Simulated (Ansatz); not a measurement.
Relaxation of BaTe

All numbers below come from DFT PBE, scalar-relativistic, plane waves, PAW (Ansatz 0.2.0). (420 eV cutoff, 6×6×4 k-mesh, Gaussian smearing of 0.02 eV, no spin polarisation)

What was changed in MgTe: Mg → Ba on all its sites, cell and atoms relaxed.

Command:

```bash
ansatz run input.yaml --threads 1 --pin off --max-ram 2560MiB --backend cpu --events-out ev --progress --plain --runs-dir out
```

Input:

```yaml
crystal:
  lattice:
    - [5.4225542475, 0.0, 0.0]
    - [-2.7112771237, 4.6960697317, 0.0]
    - [0.0, 0.0, 8.8172181969]
  atoms:
    - { symbol: Ba, position: [0.3333333333, 0.6666666667, 0.9967051485] }
    - { symbol: Ba, position: [0.6666666667, 0.3333333333, 0.4967051485] }
    - { symbol: Te, position: [0.3333333333, 0.6666666667, 0.3732948515] }
    - { symbol: Te, position: [0.6666666667, 0.3333333333, 0.8732948515] }
basis:
  ecutwfc: 420
kpoints:
  mp_grid: { grid: [6, 6, 4] }
hamiltonian:
  xc: pbe
scf:
  occupations: { method: gaussian, width: 0.02 }
output:
  forces: true
  stress: true
  eigenvalues: true
relax:
  adjacent_minimum: "off"
  f_tol: 0.01
  max_steps: 60
  cell: { stress_tol: 0.1 }
```

F is the free energy. Steps run on the plane waves of an earlier cell, but the last one, and at times one on the way, on a freshly chosen basis, so a repeated geometry can differ a little in energy.

At step 8 the energy rises: a step can overshoot before the optimiser corrects it.

Steps:

| step | F − F(1) (eV) | largest force component (eV/Å) | V (Å³/atom) | P (GPa) |
| --- | --- | --- | --- | --- |
| 1 | 0.0000 | 0.046 | 56.132 | 1.34 |
| 2 | -0.0693 | 0.026 | 59.684 | 0.02 |
| 3 | -0.0820 | 0.019 | 59.981 | -0.12 |
| 4 | -0.1335 | 0.077 | 59.593 | -0.31 |
| 5 | -0.2241 | 0.177 | 58.528 | -0.46 |
| 6 | -0.3867 | 0.258 | 56.821 | -0.53 |
| 7 | -0.5743 | 0.132 | 54.865 | -0.31 |
| 8 | -0.4279 | 0.503 | 51.560 | 1.46 |
| 9 | -0.5878 | 0.003 | 53.958 | 0.05 |
| 10 | -0.5881 | 0.000 | 54.035 | 0.00 |
| 11 | -0.5897 | 0.000 | 54.035 | 0.02 |

Relaxed structure:

```cif
data_structure
_symmetry_space_group_name_H-M 'P 1'
_symmetry_Int_Tables_number 1
_cell_length_a 5.9696
_cell_length_b 5.9696
_cell_length_c 7.0035
_cell_angle_alpha 90.000
_cell_angle_beta 90.000
_cell_angle_gamma 120.000
_cell_volume 216.14
loop_
_atom_site_label
_atom_site_type_symbol
_atom_site_fract_x
_atom_site_fract_y
_atom_site_fract_z
_atom_site_occupancy
Ba1 Ba 0.33333 0.66667 0.93501 1
Ba2 Ba 0.66667 0.33333 0.43501 1
Te1 Te 0.33333 0.66667 0.43499 1
Te2 Te 0.66667 0.33333 0.93499 1
```

It takes space group P6_3/mmc (No. 194, hexagonal). The conventional cell has a = 5.970 Å, b = 5.970 Å, c = 7.004 Å, α = 90.00°, β = 90.00°, γ = 120.00°. Ba (site symmetry -6m2) is surrounded by 5 Te at 3.45 to 3.50 Å. Te (site symmetry -6m2) has 5 Ba at 3.45 to 3.50 Å as nearest neighbours.

The run converged. Time: 2.1 min on 1 thread of Intel(R) Xeon(R) Platinum 8488C (Sapphire Rapids), on a shared host, peak memory 0.5 GiB.